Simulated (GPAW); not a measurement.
A run of GPAW 26.7.0:

run.py

```python
from ase import Atoms
from ase.dft.bandgap import bandgap
from ase.io import write
from ase.units import GPa
from gpaw import GPAW, PW, setup_paths

setup_paths.insert(0, '.')

atoms = Atoms(['Sb', 'Sb'],
              cell=[[3.3545324186, 0.0, 0.0],
                    [-1.6772662093, 2.9051102923, 0.0],
                    [0.0, 0.0, 5.47016065]],
              scaled_positions=[[0.678186, 0.334473, 0.751546],
                                [0.320961, 0.662566, 0.255606]],
              pbc=True)

calc = GPAW(mode=PW(600),
            xc='PBEsol',
            kpts={'size': (9, 9, 5), 'gamma': True},
            occupations={'name': 'fermi-dirac', 'width': 0.05},
            nbands=25,
            convergence={'density': 1e-05, 'energy': 1e-05},
            maxiter=150,
            txt='gpaw.txt')
atoms.calc = calc
energy = atoms.get_potential_energy()
forces = atoms.get_forces()
stress = atoms.get_stress()
calc.write('gs.gpw')
write('result.traj', atoms)
print(f'Energy: {energy:.6f} eV')
print('Forces (eV/A):')
print(forces.round(4))
print('Stress (GPa):', (stress / GPa).round(3))
print('Fermi level:', round(calc.get_fermi_level(), 4), 'eV')
print(f'Gap: {bandgap(calc)[0]:.4f} eV, direct: {bandgap(calc, direct=True)[0]:.4f} eV')
```

Potentials or basis: PAW data sets generated in the run's folder for this functional, pw.

Command:

```console
$ gpaw-setup -f PBEsol Sb
$ OMP_NUM_THREADS=1 python run.py
```

Hardware: 1 thread of Intel(R) Xeon(R) Platinum 8375C CPU @ 2.90GHz (Ice Lake), on a shared host.

Question: Estimate the wall time of this run.

Answer: Wall time 90 s on 1 thread of Intel(R) Xeon(R) Platinum 8375C CPU @ 2.90GHz (Ice Lake), with other jobs on the host, peak memory 0.34 GiB. Counts: scf iterations 9, plane waves 1798, bands 25, k points 203.
